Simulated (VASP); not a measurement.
Input of a VASP 6.6.1 run:

File INCAR:

```
  PREC = Accurate
  ENCUT = 600
  EDIFF = 1E-7
  ISMEAR = 0
  SIGMA = 0.1
  LREAL = False
  LASPH = True
  NELM = 100
  ALGO = Fast
  ISIF = 3
  LWAVE = False
  LCHARG = False
  IBRION = 2
  NSW = 100
  EDIFFG = -0.002
```

Contents of KPOINTS:

```
regular mesh
0
Gamma
  18 18 10
```

POSCAR

```
Al
1.0
    2.8633495052      0.0000000000      0.0000000000
   -1.4316747526      2.4797334114      0.0000000000
    0.0000000000      0.0000000000      4.6758497419
Al
2
Direct
    0.3333333333      0.6666666667      0.2500000000
    0.6666666667      0.3333333333      0.7500000000
```

Potentials or basis: VASP PAW LDA potentials, release 64 (Al).

Launch:

```console
$ cat potpaw_LDA.64/Al/POTCAR > POTCAR
$ mpirun -np 1 vasp_std > vasp.out
```

Q: Predict the relaxed volume.

A: 15.95 Å³/atom.

Q: What does it give for the band gap on the k mesh?

A: None (metal or under the smearing width).

Q: What does it give for the relaxed cell?

A: a = 2.829 Å, b = 2.829 Å, c = 4.602 Å, α = 90.00°, β = 90.00°, γ = 120.00°.

The path:
| step | energy change (eV) | largest force (eV/Å) | pressure (GPa) | volume (Å³) |
| --- | --- | --- | --- | --- |
| 1 | 0.0000 | 0.0000 | -2.91 | 33.20 |
| 2 | -0.0120 | 0.0000 | 0.34 | 31.77 |
| 3 | -0.0122 | 0.0000 | 0.00 | 31.91 |
| 4 | -0.0122 | 0.0000 | -0.06 | 31.93 |
| 5 | -0.0122 | 0.0000 | -0.06 | 31.93 |
| 6 | -0.0122 | 0.0000 | -0.05 | 31.93 |
| 7 | -0.0122 | 0.0000 | -0.05 | 31.93 |
| 8 | -0.0122 | 0.0000 | 0.06 | 31.88 |
| 9 | -0.0122 | 0.0000 | 0.00 | 31.91 |
